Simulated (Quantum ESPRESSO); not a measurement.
Mg in Quantum ESPRESSO: the effect of target pressure

Crystal: Mg.

```
Mg
1.0
     3.20930    0.00000    0.00000
    -1.60465    2.77934    0.00000
     0.00000    0.00000    5.21030
Mg
2
Direct
  0.66667 0.33333 0.75000
  0.33333 0.66667 0.25000
```

Alike in all runs:

| Quantity | Value |
| --- | --- |
| Program | Quantum ESPRESSO 7.5 |
| Task | relaxation of cell and atoms |
| Functional | PBEsol |
| Potentials or basis | SSSP 1.3 efficiency PBE |
| Cutoff | 857 eV |
| Density cutoff | 6884 eV |
| k mesh | 10 × 10 × 5 |
| Occupations | fermi-dirac, width 0.05 eV |
| Spin | no spin polarisation |

Each run relaxes the cell or the atoms first.

```tsv
target pressure	relaxed volume (Å³/atom)
0 GPa	22.56
2 GPa	21.49
5 GPa	20.27
10 GPa	18.75
20 GPa	?
30 GPa	15.44
```

Q: What does the run with target pressure 20 GPa give?

A: Relaxed volume 16.76 Å³/atom.

Worked out: In Murnaghan's law V^(-B') rises as a straight line in P. The other rows fit best with B' = 3.4, V0 = 22.55 Å³/atom and B0 = 39 GPa, which gives 16.75 Å³/atom at 20 GPa, against the run's 16.76.

Caveats: the potentials were made for another functional, which shifts forces and pressure; the volume moved by over 15 % at a fixed basis, so the end points are rough (some runs).

Runs at the PBE level aren't shown here.
